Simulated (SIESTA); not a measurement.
Crystal: WC (Qusongite).

```
W C
1.0
     2.90650    0.00000    0.00000
    -1.45325    2.51710    0.00000
     0.00000    0.00000    2.83660
W C
1 1
Direct
  0.00000 0.00000 0.00000
  0.66667 0.33333 0.50000
```

Base run:

* Program: SIESTA 5.4.2
* Functional: vdW-DF-cx
* Potentials or basis: PseudoDojo 0.4 standard (PBE files)
* Basis: DZP (energy shift 0.003 Ry; two zetas on semicore shells)
* Grid cutoff: 800 Ry
* Energy shift: 0.003 Ry
* k mesh: 10 × 10 × 9
* Occupations: fermi-dirac, width 0.05 eV
* Spin: no spin polarisation

Its results: band gap on the k mesh none (metal or under the smearing width); pressure 5.3 GPa.

Task: After a change of settings the same cell gave: band gap on the k mesh none (metal or under the smearing width); pressure 24.9 GPa. Which change was it?
A. functional from vdW-DF-cx to BLYP
B. functional from vdW-DF-cx to AM05; potentials or basis from PseudoDojo 0.4 standard (PBE files) to PseudoDojo 0.4 standard (PBEsol files)
C. functional from vdW-DF-cx to PBE

Result: A.

Caveats: short orbitals over semicore shells can move pressures by several GPa; the potentials were made for another functional, which shifts forces and pressure; spin-orbit coupling is left out, which moves the levels of the heavy elements; the basis of atomic orbitals isn't converged, which shifts pressures, moduli and gaps.
